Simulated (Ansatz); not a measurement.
Crystal: InSe.

```xyz
4
Lattice="2.0000 1.1547 8.4400 -2.0000 1.1547 8.4400 0.0000 -2.3094 8.4400" Properties=species:S:1:pos:R:3 pbc="T T T"
In    0.0000    0.0000   22.4994
In    0.0000    0.0000    0.0000
Se    0.0000    0.0000    4.3525
Se    0.0000    0.0000    9.7102
```

Base run:

```yaml
Program: Ansatz 0.2.0
Functional: PBEsol
Potentials_or_basis: all-electron LAPW, non-relativistic
Cutoff: 251 eV
Density_cutoff: 1004 eV
Basis_error_allowed: 0.002 eV/atom
k_mesh: 8 × 8 × 8
Occupations: fermi-dirac, width 0.05 eV
Spin: no spin polarisation
```

Its results: band gap on the k mesh 0.95 eV, direct; pressure 1.3 GPa; largest force 0.184 eV/Å.

**Question.** The run is repeated on the same cell with these changes: potentials or basis from all-electron LAPW, non-relativistic to all-electron LAPW, inner shells corrected to Dirac's equation. What comes out?

**Answer.** Band gap on the k mesh 0.35 eV, direct; pressure 0.2 GPa; largest force 0.300 eV/Å.

Caveats: spin-orbit coupling is left out, which moves the levels of the heavy elements; relativity is left out, which matters for the heavier elements (some runs).

A k mesh can miss the band edges.

Not every run made on this cell is shown here.
